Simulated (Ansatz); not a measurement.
Bulk crystal (ZnS) after relaxation:

```
CELL_PARAMETERS angstrom
3.78157 0.00000 0.00000
-1.89078 3.27494 0.00000
0.00000 0.00000 6.20899
ATOMIC_POSITIONS crystal
Zn 0.33333 0.66667 0.00544
Zn 0.66667 0.33333 0.50544
S 0.33333 0.66667 0.37956
S 0.66667 0.33333 0.87956
```

Miller indices refer to the conventional cell of P6_3mc (No. 186), a = 3.782 Å, b = 3.782 Å, c = 6.209 Å, α = 90.00°, β = 90.00°, γ = 120.00°. The bulk's gap is 2.15 eV.

The (110) slab of 6 planes, 9.5 Å thick with 15 Å of vacuum as cut; outer planes ZnS (top) and ZnS (bottom).

Method: Ansatz 0.2.0, DFT PBEsol, scalar-relativistic, plane waves, PAW. Plane waves to 420 eV, a k mesh through Γ of 5×4×1 on the computed 24-atom cell and Gaussian smearing (0.05 eV); no spin polarisation. A dipole correction removes the field between periodic images along c.

With the atoms at the bulk's places:

```yaml
Surface_energy_mean_of_both_faces: 0.88 J/m²
Gap_of_the_slab_on_the_mesh: 1.75 eV
Bulk_valence_band_top_under_the_vacuum_level: 5.35 eV
Bulk_conduction_band_bottom_under_the_vacuum_level: 3.19 eV
```

Task: What changes when all atoms relax within this surface cell and its symmetry?

Result: The energy falls by 0.404 J/m² a face, and the largest move is 0.60 Å.

```json
{
  "Surface energy (mean of both faces)": "0.48 J/m²",
  "Gap of the slab on the mesh": "2.55 eV",
  "Bulk valence band top under the vacuum level": "6.00 eV",
  "Bulk conduction band bottom under the vacuum level": "3.85 eV"
}
```

```tsv
plane (bottom to top)	atoms	spacing to next, bulk (Å)	relaxed (Å)	change (%)	rumpling (Å)
1	Zn2S2	1.891	1.697	-10.3	0.573
2	Zn2S2	1.891	1.929	+2.0	0.091
3	Zn2S2	1.891	1.888	-0.1	0.060
4	Zn2S2	1.891	1.929	+2.0	0.060
5	Zn2S2	1.891	1.697	-10.3	0.091
6	Zn2S2				0.573
```

The gap is read on a mesh, which can miss the band edges, so it can be too wide.